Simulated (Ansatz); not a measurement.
Strain and the gap of CaSe (rocksalt)

CaSe in the rocksalt structure, relaxed with r2SCAN in the plane-wave code Ansatz. The symmetry is Fm-3m (No. 225, cubic); conventional cell a = 5.935 Å, 26.13 Å³ an atom. Ca has 6 Se at 2.97 Å; Se has 6 Ca at 2.97 Å.

The axes x, y and z are those of this cell:
```
Ca Se
1.0
     0.00000    2.96754    2.96754
     2.96754    0.00000    2.96754
     2.96754    2.96754    0.00000
Ca Se
1 1
Direct
  0.00000 0.00000 0.00000
  0.50000 0.50000 0.50000
```

Unstrained: With PBE the valence top lies at Γ and the conduction bottom at X, 2.057 eV higher; the smallest vertical gap, at X, is 2.980 eV. r2SCAN gives an indirect gap of 2.518 eV, from Γ to X; the least direct gap is 3.458 eV at X. With HSE06 the valence top lies at Γ and the conduction bottom at X, 2.999 eV higher; the smallest vertical gap, at X, is 4.032 eV. Meshes: PBE 8×8×8, r2SCAN 8×8×8, HSE06 6×6×6. Strains are changes of length per length. After each strain the atoms were relaxed again with r2SCAN within the symmetry that the strain leaves, so tilts or polar shifts that break it weren't tested; points keep the names that they have in the unstrained zone. The values are computed, spin-unpolarised, and not measurements.

Changes of the least gap in eV (an overlap counts as a negative gap):
```
                                                                   strain  volume change (%)  space group     PBE  r2SCAN   HSE06  G0W0@PBE (mesh)  energy rise, r2SCAN (meV/atom)
                                                  uniaxial +1.5 % along z               +1.5       I4/mmm  +0.030  +0.029  +0.032            +0.04                             2.0
                                         isotropic +3.0 % on every length               +9.3        Fm-3m  +0.177  +0.177  +0.195            +0.24                            31.5
epitaxial +3.0 % in the plane normal to [111], free normal strain -2.12 %               +3.8         R-3m  -0.104  -0.112  -0.109            -0.09                            14.1
             epitaxial -1.0 % in the xy plane, free normal strain +0.34 %               -1.7       I4/mmm  -0.043  -0.045  -0.046            -0.06                             2.2
             epitaxial -1.5 % in the xy plane, free normal strain +0.51 %               -2.5       I4/mmm  -0.066  -0.068  -0.070            -0.09                             5.0
```
Unstrained, G0W0@PBE with 218 empty bands, a screening cutoff of 150 eV and a 4×4×4 mesh gives 3.70 eV on its mesh; the band count follows the volume. The G0W0 figures hold for the stated bands, cutoff and mesh and aren't extrapolated.

Uniaxial +1.5 % along z, other directions held. HSE06: the gap goes from 2.999 to 3.031 eV (+0.032 eV). Stress change with r2SCAN, compression positive: xx -0.29, yy -0.29, zz -1.58 GPa.

Isotropic +3.0 % on every length. HSE06: the gap goes from 2.999 to 3.194 eV (+0.195 eV). Stress change with r2SCAN, compression positive: xx -3.83, yy -3.83, zz -3.83 GPa. For HSE06, dE_g/d ln V = 2.2 eV over this step.

Epitaxial +3.0 % in the plane normal to [111], free normal strain -2.12 %. HSE06: the gap goes from 2.999 to 2.890 eV (-0.109 eV); with r2SCAN the top three valence levels at Γ, degenerate before, become 1+2 from the top over 272 meV. Stress change with r2SCAN, compression positive: xx -1.84, yy -1.84, zz -1.84, xy +0.92, xz +0.92, yz +0.92 GPa.

Epitaxial -1.0 % in the xy plane, free normal strain +0.34 %. HSE06: the gap goes from 2.999 to 2.953 eV (-0.046 eV). Stress change with r2SCAN, compression positive: xx +1.38, yy +1.38, zz +0.01 GPa.

Epitaxial -1.5 % in the xy plane, free normal strain +0.51 %. HSE06: the gap goes from 2.999 to 2.929 eV (-0.070 eV); with r2SCAN the top three valence levels at Γ, degenerate before, become 2+1 from the top over 13 meV. Stress change with r2SCAN, compression positive: xx +2.14, yy +2.14, zz +0.01 GPa.

Spin-orbit coupling is left out.

The meshes of the hybrids are coarse, so their gaps aren't converged to the digits shown.

The splittings at Γ are without spin-orbit coupling, which regroups them where it is of like size or larger.
